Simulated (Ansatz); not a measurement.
**How much do the gradients of TiO2 depend on the method?**

Cell: a Materials Project structure (computed, not necessarily an observed phase).

```cif
data_structure
_symmetry_space_group_name_H-M 'P 1'
_symmetry_Int_Tables_number 1
_cell_length_a 6.4359
_cell_length_b 6.4359
_cell_length_c 6.4359
_cell_angle_alpha 94.934
_cell_angle_beta 94.934
_cell_angle_gamma 145.891
_cell_volume 142.92
loop_
_atom_site_label
_atom_site_type_symbol
_atom_site_fract_x
_atom_site_fract_y
_atom_site_fract_z
_atom_site_occupancy
Ti1 Ti 0.70772 0.00286 0.71057 1
Ti2 Ti 0.99714 0.70772 0.70486 1
Ti3 Ti 0.00286 0.29228 0.29514 1
Ti4 Ti 0.29228 0.99714 0.28943 1
O5 O 0.50114 0.15078 0.65192 1
O6 O 0.83834 0.84040 0.67874 1
O7 O 0.84922 0.50114 0.35035 1
O8 O 0.84040 0.16166 0.00206 1
O9 O 0.15960 0.83834 0.99794 1
O10 O 0.15078 0.49886 0.64965 1
O11 O 0.16166 0.15960 0.32126 1
O12 O 0.49886 0.84922 0.34808 1
```

Atoms are numbered from 1 in the order listed; like atoms form one site, named after its first atom.

First run. Method: Kohn–Sham DFT in Ansatz, PBE, plane waves and PAW, scalar-relativistic, 420 eV cutoff, Γ-centred 7×7×7 k-points, Fermi–Dirac smearing 0.02 eV.

```
site  atom  V_zz (10²¹ V/m²)     η
  Ti     1              1.29  0.17
  O5     5             -3.10  0.40
  O6     6              1.45  0.96
```

Second run. The same atoms and settings, except that the functional is r2SCAN and the cutoff is 500 eV.

Q: Given the first result, estimate the second.

A: 

```tsv
site	atom	V_zz	η	change of V_zz
Ti	1	1.30	0.31	+0.01
O5	5	-3.21	0.43	-0.11
O6	6	1.77	0.83	+0.32
```

The largest change of V_zz is on O6, from 1.45 to 1.77. In per cent, |V_zz| changes by +1 on Ti, +4 to +22 on O (all sites that start above 0.5).

For the second run: The largest force is 0.3 eV/Å, so the atoms aren't at the calculated equilibrium and relaxing them would move these values.
